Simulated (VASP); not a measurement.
A run of VASP 6.6.1:

File INCAR:

```
ALGO = Normal ; EDIFF = 1E-6
EDIFFG = -0.005 ; ENCUT = 600
IBRION = 2 ; ISIF = 3
ISMEAR = -1 ; LASPH = True
LCHARG = False ; LREAL = False
LWAVE = False ; NELM = 100
NSW = 80 ; PREC = Accurate
SIGMA = 0.02
```

Contents of KPOINTS:

```
k-points
0
Gamma
  12 12 6
```

Contents of POSCAR:

```
AlN
1.0
    3.1301934354      0.0000000000      0.0000000000
   -1.5650967177      2.7108270338      0.0000000000
    0.0000000000      0.0000000000      5.0179194802
Al N
2 2
Direct
    0.3333333333      0.6666666667     -0.0032711563
    0.6666666667      0.3333333333      0.4967288437
    0.3333333333      0.6666666667      0.3782711563
    0.6666666667      0.3333333333      0.8782711563
```

Potentials or basis: VASP PAW LDA potentials, release 64 (Al, N).

Command:

```console
$ cat potpaw_LDA.64/Al/POTCAR potpaw_LDA.64/N/POTCAR > POTCAR
$ mpirun -np 1 vasp_std > vasp.out
```

Hardware: 1 thread of Intel(R) Xeon(R) 6975P-C (Granite Rapids) (shared host).

Question: Estimate the wall time of this run.

Answer: It took 55 s on 1 thread of Intel(R) Xeon(R) 6975P-C (Granite Rapids), on a shared host, peak memory 0.18 GiB. Counts: scf iterations 39, k points 76, ion steps 7.
